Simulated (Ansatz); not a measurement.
## Zone-centre phonons of Si at 35 GPa: input and output

All numbers below come from DFT PBEsol, scalar-relativistic, plane waves, PAW in Ansatz 0.2.0.

Launched with:
```bash
ansatz run input.yaml --threads 1 --pin off --max-ram 3072MiB --backend cpu --events-out ev --progress --plain --runs-dir out
```

Input (bare energies are in eV):
```yaml
crystal:
  lattice:
    - [3.5257440347, 0.0, 0.0]
    - [-1.7628720173, 3.0533839013, 0.0]
    - [0.0, 0.0, 5.8949480752]
  atoms:
    - { symbol: Si, position: [0.3333333333, 0.6666666667, 0.0648116366] }
    - { symbol: Si, position: [0.6666666667, 0.3333333333, 0.5648116366] }
    - { symbol: Si, position: [0.3333333333, 0.6666666667, 0.4351883634] }
    - { symbol: Si, position: [0.6666666667, 0.3333333333, 0.9351883634] }
basis:
  ecutwfc: 420
kpoints:
  mp_grid: { grid: [12, 12, 8] }
hamiltonian:
  xc: pbesol
scf:
  occupations: { method: gaussian, width: 0.01 }
output:
  eigenvalues: true
phonons:
  method: dfpt
  eigenvectors: true
```

The end of the output:
```
--- Phonons (Γ-DFPT): 2 representative perturbations + reference, on 320 of 1152 k-points (Σ response iterations 6) ---
  k mesh reduced under 2 symmetry operations, with k and −k counted as one. Each operation leaves every solved perturbation unchanged. A smaller set is not used because it would not reduce the number of displacements ...
  ASR residual: 1.864e-5 → 0.000e0 eV/Å²; symmetrization residual: 1.916e-6 eV/Å²
  ASR residual per site (eV/Å²): 1.86e-5 1.86e-5 1.86e-5 1.86e-5
  Γ frequencies (cm⁻¹): -87.82 -87.82 0.00 0.00 0.00 397.53 578.56 624.57 624.57 629.20 629.20 643.72
  non-analytic LO–TO correction: not included (Born effective charges unavailable; polar crystals: no LO–TO splitting at Γ)
```

Time: 54 s on 1 thread of Arm Neoverse V1, on a shared host, peak memory 1.1 GiB.

In a metal, frequencies and elastic constants depend on the k mesh and the smearing, soft modes and shear constants most. Other phases may be more stable at this pressure.

Negative frequencies stand for imaginary ones: the cell is unstable against these modes.

This form isn't the element's structure at ambient conditions.